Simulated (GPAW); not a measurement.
Runs of GPAW 26.7.0 on SiC (Moissanite). It takes space group P6_3mc (No. 186, hexagonal). Conventional cell: a = 3.076 Å, b = 3.076 Å, c = 5.048 Å, α = 90.00°, β = 90.00°, γ = 120.00°. Si (site symmetry 3m) has 4 C at 1.87 to 1.94 Å as nearest neighbours. C (site symmetry 3m) has 4 Si at 1.87 to 1.94 Å as nearest neighbours. 

```csv
task,level,potentials or basis,cell,k mesh,cutoff (eV),band path,band points,eigensolver,convergence,supercell,gap on the mesh (eV),pressure (GPa),relaxed volume (Å³/atom),largest force (eV/Å)
band structure,vdW-DF,"GPAW PAW data sets (gpaw-data 1.2.1), pw",as given,7 × 7 × 4,800,"GMKGALHA,LM,KH",100,-,-,-,-,-,-,0.80
phonons,OLYP,"PAW data sets generated in the run's folder for this functional, pw",relaxed,10 × 10 × 5,680,-,-,davidson,density=1e-06 eigenstates=1e-09,1 × 1 × 1,2.59,0.0,-,-
relaxation of cell and atoms,revPBE+D4,"the program's PAW data sets (release 1.2.1) made for this functional, pw",relaxed,7 × 7 × 4,800,-,-,-,-,-,2.59,0.0,(a),0.01
relaxation of cell and atoms,PBE+D4,"GPAW PAW data sets (gpaw-data 1.2.1), pw",relaxed,7 × 7 × 4,800,-,-,-,-,-,2.59,0.0,10.36,0.02
band structure,GLLB-SC,"the program's PAW data sets (release 1.2.1) made for this functional, pw",as given,7 × 7 × 4,800,"GMKGALHA,LM,KH",100,-,-,-,3.88,-,-,-
```

Alike in all rows: no spin polarisation; smearing fermi-dirac 0.05 eV.

Task: Estimate the missing entries.

Result: (a) 10.25.

Caveats: an odd mesh through Γ misses points on the zone boundary, where band edges often lie (some runs); later steps reuse the first step's grids (some runs); the PAW data sets were made with another functional, which shifts forces and pressure a little (some runs); the cutoff is short for stress and forces, so pressures can be off by a GPa or more (some runs); the LO-TO splitting is left out (some runs); the GLLB-SC gap is the Kohn-Sham gap of the path plus the derivative discontinuity (some runs); a model potential gives levels but no total energy (some runs).
